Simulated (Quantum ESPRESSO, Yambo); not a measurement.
An input for Yambo 5.3.0 (ZnSe (Stilleite)):

```
optics
bss
bse
em1s
dipoles
rim_cut
RandQpts= 1000000
RandGvec= 1 RL
Chimod= "HARTREE"
BSKmod= "SEX"
BSEmod= "resonant"
BSSmod= "d"
BSENGexx= 30 Ry
BSENGBlk= 6 Ry
% BSEQptR
 1 | 1 |
%
% BSEBands
 39 | 48 |
%
% BEnRange
 0 | 5 | eV
%
% BDmRange
 0.1 | 0.1 | eV
%
BEnSteps= 101
% BLongDir
 1 | 0 | 0 |
%
% BndsRnXs
 1 | 160 |
%
NGsBlkXs= 6 Ry
% LongDrXs
 1 | 1 | 1 |
%
% KfnQP_E
 0.734 | 1.0 | 1.0 |
%
WRbsWF
```

```sh
OMP_NUM_THREADS=1 mpirun -n 4 yambo -F bse6.in -J bse6 -C bse6 > bse6.log
```

The stored states that it reads are on a 4×4×4 mesh. It takes space group F-43m (No. 216, cubic). The conventional cell has a = 5.668 Å, b = 5.668 Å, c = 5.668 Å, α = 90.00°, β = 90.00°, γ = 90.00°. Zn has 4 Se at 2.45 Å nearest. Nearest to Se lie 4 Zn at 2.45 Å. Farther neighbours and most contacts between anions are not listed.

Question: Estimate wall time and host memory on 4 MPI ranks of Intel Xeon 6975P-C (Granite Rapids), shared host.

It took 6.1 min; on shared hardware allow 3.1 min to 12 min. Peak host memory was 2.7 GiB.

The kernel grows as the square of the matrix size, and full diagonalisation as its cube.

[Paths, hosts, dates, memory and timing lines, banners, echoed tables and standing remarks are left out of the program output.]

[Logs are printed without paths, hosts, clocks, repeated set-up lines and the standing remarks that a program may print on its own settings, such as how far it seeks lower states.]

[Runs of the session that timed out or met a known fault of the program may be left out.]

[Hosts, paths, dates, database ids (printed as entryN), source tags and the programs' standing remarks are cut or masked in the printed files.]
